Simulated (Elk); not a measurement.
An Elk run on RbCl with settings drawn from a wide range, so not all are converged; totals and levels move with the basis, and no second program has checked them. Level of theory: DFT, TB-mBJ exchange potential with LDA correlation, all-electron APW+lo, Dirac cores, scalar-relativistic bands (Elk 11.2.3 with local patches). Elk's input is in atomic units.

Command: `OMP_NUM_THREADS=1 elk` The run took about 250 s on 1 thread of a shared machine.

```
tasks
  0
  110
  115
  195

xctype
  100 208 12

rgkmax
  7.5

gmaxvr
  14

lmaxapw
  12

lmaxo
  8

lmaxi
  4

nrmtscf
  1.5

nempty
  4

epspot
  1e-06

epsengy
  0.0001

maxscl
  100

swidth
  0.0005

stype
  3

lradstp
  4

mixtype
  1

hmaxvr
  4

nxlo
  2

tforce
  .true.

lorbcnd
  .true.

sppath
  './'

avec
  0.00000000000 6.29395950551 6.29395950551
  6.29395950551 0.00000000000 6.29395950551
  6.29395950551 6.29395950551 0.00000000000

atoms
  2
  'Rb.in'
  1
  0.000000000000 0.000000000000 0.000000000000   0.000 0.000 0.000
  'Cl.in'
  1
  0.500000000000 0.500000000000 0.500000000000   0.000 0.000 0.000

ngridk
  6 6 6
```

Muffin-tin radii in the species files: Rb 2.60, Cl 2.20 bohr.

The cell is the one relaxed in the Materials Project (mp-23295), not relaxed further here; entries there can be hypothetical. The listed cell was then made from it by scaling, straining or moving an atom.

Problem. What does the run give?

Solution. It settled in energy, though the test on the potential was never met; total energy -3313.5689 Ha, charge error 0.0002 e; sphere charges Rb1 35.49, Cl2 15.89 e; 100 SCF iterations.
```
Warning(gndstate): failed to reach self-consistency after 100 loops
```
